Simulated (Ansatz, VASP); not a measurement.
Two plane-wave programs on PtSe2

File INCAR:

```
PREC = Accurate
ENCUT = 520
EDIFF = 1E-7
ISMEAR = 0
SIGMA = 0.05
LREAL = False
LASPH = True
NELM = 100
ALGO = Normal
ISIF = 2
LWAVE = False
LCHARG = False
LDIPOL = True
IDIPOL = 3
DIPOL = 0.5 0.5 0.383
GGA = PE
IVDW = 12
NBANDS = 31
```

KPOINTS

```
regular mesh
0
Gamma
  9 9 1
```

Contents of POSCAR:

```
PtSe2
1.0
    3.7069017607      0.0000000000      0.0000000000
   -1.8534508804      3.2102710941      0.0000000000
    0.0000000000      0.0000000000     22.7988446004
Se Pt
4 2
Direct
    0.6666666667      0.3333333333      0.1973784233
    0.3333333333      0.6666666667      0.3135870447
    0.3333333333      0.6666666667      0.4521905597
    0.0000000000      1.0000000000      0.5683991811
    0.0000000000      0.0000000000      0.2554827340
   -0.3333333333      0.3333333333      0.5102948704
```

Input for Ansatz:

```yaml
crystal:
  lattice:
    - [3.7069017607, 0.0, 0.0]
    - [-1.8534508804, 3.2102710941, 0.0]
    - [0.0, 0.0, 22.7988446004]
  atoms:
    - { symbol: Se, position: [0.6666666667, 0.3333333333, 0.1973784233] }
    - { symbol: Pt, position: [0.0, 0.0, 0.255482734] }
    - { symbol: Se, position: [0.3333333333, 0.6666666667, 0.3135870447] }
    - { symbol: Se, position: [0.3333333333, 0.6666666667, 0.4521905597] }
    - { symbol: Pt, position: [-0.3333333333, 0.3333333333, 0.5102948704] }
    - { symbol: Se, position: [0.0, 1.0, 0.5683991811] }
basis:
  ecutwfc: 420
kpoints:
  mp_grid: { grid: [9, 9, 1] }
hamiltonian:
  xc: pbe
  dispersion: d3bj
scf:
  occupations: { method: gaussian, width: 0.05 }
output:
  forces: true
  eigenvalues: true
efield:
  axis: 3
  dipole_correction: true
  ramp_width: 0.04
```

Alike in both runs: task single point; functional PBE; dispersion D3(BJ); k mesh 9 × 9 × 1; occupations gaussian, width 0.05 eV; no spin polarisation.

```csv
,VASP,Ansatz
version,VASP 6.6.1,Ansatz 0.2.0
potentials or method,"VASP PAW PBE potentials, release 64 (Se, Pt)","scalar-relativistic, plane waves, PAW"
plane-wave cutoff (eV),520,420
valence electrons in the cell,44,100
```

Ansatz gave:

```
gap on the k mesh at the Fermi level (eV) : 0.49
least direct gap on the mesh (eV)         : 0.75
rms of the force components (eV/Å)        : 0.090
```

Question: Estimate VASP's values.

Answer: gap on the k mesh at the Fermi level (eV): 0.48; least direct gap on the mesh (eV): 0.74; rms of the force components (eV/Å): 0.089.

The two sets of potentials don't hold the same shells in valence.

Caveats: spin-orbit coupling is left out, which moves the levels of the heavy elements.
